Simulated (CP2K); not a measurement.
The system is PbS.

```
CELL_PARAMETERS angstrom
6.34207 0.00000 0.00000
-4.97778 3.92983 0.00000
0.00000 0.00000 4.27932
ATOMIC_POSITIONS crystal
Pb 0.13056 0.86944 0.25000
Pb 0.86944 0.13056 0.75000
S 0.35480 0.64520 0.25000
S 0.64520 0.35480 0.75000
```

Measurements of this composition are mostly on another form, of space group No. 225.

Program: CP2K 2026.2. Alike in all runs: task single point; level PBE; no spin polarisation; cell as given; k mesh 7 × 7 × 6; smearing fermi-dirac 0.05 eV.

**Question.** Order these runs on this cell by their pressure, lowest first.
A. potentials or basis POTENTIAL_UZH Pb GTH-PBE0-q4, S GTH-PBE0-q6; DZVP-MOLOPT-SR-GTH basis
B. potentials or basis GTH_POTENTIALS Pb GTH-BLYP-q4, S GTH-BLYP-q6; DZVP-MOLOPT-SR-GTH basis
C. potentials or basis GTH_POTENTIALS Pb GTH-PADE-q4, S GTH-PADE-q6; DZVP-MOLOPT-SR-GTH basis

**Answer.** C (-2.7 GPa), B (-0.1 GPa), A (1.5 GPa).

Caveats: the basis of atomic orbitals isn't converged, which shifts pressures, moduli and gaps; the potentials were made for another functional, which shifts forces and pressure (some runs).
